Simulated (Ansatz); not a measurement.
HfN in Ansatz: the effect of functional

The system is HfN.

```
Hf N
1.0
     0.00000    2.25600    2.25600
     2.25600    0.00000    2.25600
     2.25600    2.25600    0.00000
Hf N
1 1
Cartesian
  0.0000 0.0000 0.0000
  2.2560 2.2560 2.2560
```

Alike in all runs:

| Property | Result |
| --- | --- |
| Program | Ansatz 0.2.0 |
| Task | projected density of states |
| Potentials or basis | Ansatz PAW |
| k mesh | 6 × 6 × 6 |
| Occupations | fermi-dirac, width 0.05 eV |
| Spin | no spin polarisation |

| functional | cutoff | pressure (GPa) |
| --- | --- | --- |
| LDA | 420 eV (not typed: the program's choice for these potentials) | -8.4 |
| PBE | 420 eV (not typed: the program's choice for these potentials) | 6.4 |
| PBEsol | 420 eV (not typed: the program's choice for these potentials) | -2.1 |
| RPBE | 420 eV (not typed: the program's choice for these potentials) | 11.1 |
| revPBE | 420 eV (not typed: the program's choice for these potentials) | ? |
| BLYP | 420 eV (not typed: the program's choice for these potentials) | 15.2 |
| r2SCAN | 500 eV (not typed: the program's choice for these potentials) | 2.4 |
| HSE06 | 420 eV (not typed: the program's choice for these potentials) | 1.5 |
| PBE0 | 420 eV (not typed: the program's choice for these potentials) | 1.6 |
| r2SCAN0 | 500 eV (not typed: the program's choice for these potentials) | -0.2 |

Task: What does the run with functional revPBE give?

Result: Pressure 9.8 GPa.

Caveats: all runs use coarse meshes; the density of states is complete only up to the lowest level of the last band computed; the PAW data sets come from PBE, with cores solved anew for the run's functional, which leaves a small shift of forces and pressure (some runs); the thresholds are loose for stress (some runs).
